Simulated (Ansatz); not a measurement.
# SnSe2: equation of state with LDA

SnSe2:

```
Sn Se
1.0
     3.81100    0.00000    0.00000
    -1.90550    3.30042    0.00000
     0.00000    0.00000    6.13600
Sn Se
1 2
Direct
  0.00000 0.00000 0.00000
  0.66667 0.33333 0.75100
  0.33333 0.66667 0.24900
```

```json
{"Program": "Ansatz 0.2.0", "Task": "equation of state", "Functional": "LDA", "Potentials or basis": "Ansatz PAW", "Cutoff": "420 eV", "Density cutoff": "1680 eV", "k mesh": "8 × 8 × 5", "Occupations": "fermi-dirac, width 0.05 eV", "Spin": "spin-orbit coupling, no magnetisation"}
```

| Item | Value |
| --- | --- |
| Equilibrium volume | 26.03 Å³/atom |
| Bulk modulus at fixed shape and positions | 69 GPa |
| Pressure derivative of the bulk modulus | 4.8 |

Energy against volume, from the lowest point:
| volume (Å³/atom) | energy (meV/atom) |
| --- | --- |
| 24.182 | 32.02 |
| 24.697 | 15.83 |
| 25.212 | 5.50 |
| 25.726 | 0.42 |
| 26.241 | 0.00 |
| 26.755 | 3.75 |
| 27.270 | 11.21 |

All runs of the series together: 110 s on 2 threads of Arm Neoverse V1 (shared host).

Caveat: the cell was scaled at fixed shape and fractional positions, which overstates the stiffness of a crystal with free parameters, most of all of layers and chains.
